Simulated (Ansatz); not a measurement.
**Equation of state of MnO**

```xyz
2
Lattice="0.0000 2.4002 2.4002 2.4002 0.0000 2.4002 2.4002 2.4002 0.0000" Properties=species:S:1:pos:R:3 pbc="T T T"
Mn    0.0000    0.0000    0.0000
O     1.2001    1.2001    1.2001
```

The structure comes from a relaxation in the same program, started in the zincblende type, and has space group F-43m. Whether it is a known phase or the ground state wasn't checked.

Semilocal functionals without U often leave such compounds metallic or with too small a gap, and the real magnetic order may differ.

Other magnetic orders may lie lower; this is the state that the run reached.

All numbers are computed: DFT, PBE, all-electron LAPW, scalar-relativistic (Ansatz 0.2.0); DFT, PBE, PAW with Ansatz's default frozen-core files, scalar-relativistic (Ansatz 0.2.0).

For LAPW: a Γ-centred 14×14×14 k mesh, Fermi–Dirac smearing of 0.05 eV, basis error target 0.5 meV/atom, spin-polarised from start moments Mn1 4 μB. PAW takes a cutoff of 420 eV at this cell. The Ansatz runs share mesh, smearing and spin set-up. Plane-wave (PAW) pressures include the program's estimate of the Pulay term.

The cell above is scaled evenly, with fractional coordinates and shape held.

| V/V(cell) | V (Å³/atom) | P, LAPW (GPa) | P, PAW (GPa) | moment, LAPW (μB) | free energy over the lowest listed, PAW (meV/atom) |
| --- | --- | --- | --- | --- | --- |
| 0.9500 | 13.135 | 5.75 | 5.73 | 4.94 | 12.6 |
| 0.9750 | 13.481 | 2.95 | 2.94 | 4.99 | 3.2 |
| 1.0000 | 13.827 | 0.02 | 0.00 | 5.00 | 0.0 |
| 1.0250 | 14.172 | -2.68 | -2.70 | 5.00 | 3.0 |
| 1.0500 | 14.518 | -5.06 | -5.08 | 5.00 | 11.4 |
